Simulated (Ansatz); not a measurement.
# Sb, one cell by several methods

```yaml
crystal:
  lattice:
    - [2.15060, 1.24165, 3.74400]
    - [-2.15060, 1.24165, 3.74400]
    - [0.00000, -2.48330, 3.74400]
  atoms:
    - { symbol: Sb, position: [0.23364, 0.23364, 0.23364] }
    - { symbol: Sb, position: [0.76636, 0.76636, 0.76636] }
```

Atom numbers follow the list: Sb1, Sb2.

Structure: COD 9009654, as refined from experiment and not relaxed.

No spin–orbit coupling, which matters for the heavy atoms here.

Methods: DFT, PBEsol, PAW with Ansatz's default frozen-core files, scalar-relativistic (Ansatz 0.2.0); DFT, PBEsol, all-electron LAPW, scalar-relativistic (Ansatz 0.2.0).

For PAW: a Γ-centred 9×9×9 k mesh, Fermi–Dirac smearing of 0.05 eV, cutoff 420 eV, no spin polarisation; the PAW files were made with PBE, and the program remakes their frozen cores for this functional. LAPW targets a basis error of 0.5 meV/atom. The Ansatz runs share mesh, smearing and spin set-up. Plane-wave (PAW) pressures include the program's estimate of the Pulay term.

Stress and pressure are positive in compression.

Levels count from the Fermi level.

| quantity | PAW | LAPW |
| --- | --- | --- |
| pressure (GPa) | 0.42 | 0.43 |
| stress xx (GPa) | 0.58 | 0.59 |
| stress zz (GPa) | 0.09 | 0.10 |
| force on Sb1, z (eV/Å) | 0.144 | 0.144 |
| highest filled level at S2 (eV) | -2.938 | -2.940 |
| lowest empty level at S2 (eV) | 2.842 | 2.840 |
| highest filled level at Γ (eV) | -1.785 | -1.787 |
| lowest empty level at Γ (eV) | 2.111 | 2.109 |
| highest filled level at F (eV) | -3.674 | -3.676 |
| lowest empty level at F (eV) | 1.487 | 1.485 |

PAW's pressure differs from the LAPW value by about 0.01 GPa or less.
